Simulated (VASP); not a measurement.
Crystal: KCl.

```xyz
2
Lattice="0.0000 3.5073 3.5073 3.5073 0.0000 3.5073 3.5073 3.5073 0.0000" Properties=species:S:1:pos:R:3 pbc="T T T"
K     0.0000    0.0000    0.0000
Cl    1.7536    1.7536    1.7536
```

The cell was built by a generator and needn't be a form met in nature.

Base run:

```yaml
Program: VASP 6.6.1
Functional: HSE06
Potentials_or_basis: VASP PAW PBE potentials, release 64 (K_sv, Cl)
Cutoff: 520 eV
k_mesh: 4 × 4 × 4
Occupations: gaussian, width 0.01 eV
Spin: no spin polarisation
```

Its results: band gap on the k mesh 6.02 eV, indirect (least direct gap 6.05 eV); pressure 0.2 GPa.

**Question.** The run is repeated on the same cell with these changes: functional from HSE06 to PBE; further incar settings from ALGO = Normal; EDIFF = 1e-06; NBANDS = 15 to ALGO = Fast; EDIFF = 1e-06; NBANDS = 15. What comes out?

**Answer.** Band gap on the k mesh 4.78 eV, indirect (least direct gap 4.81 eV); pressure 0.3 GPa.

Caveats: the PAW data sets were made with another functional, which shifts forces and pressure a little (some runs).

A k mesh can miss the band edges.
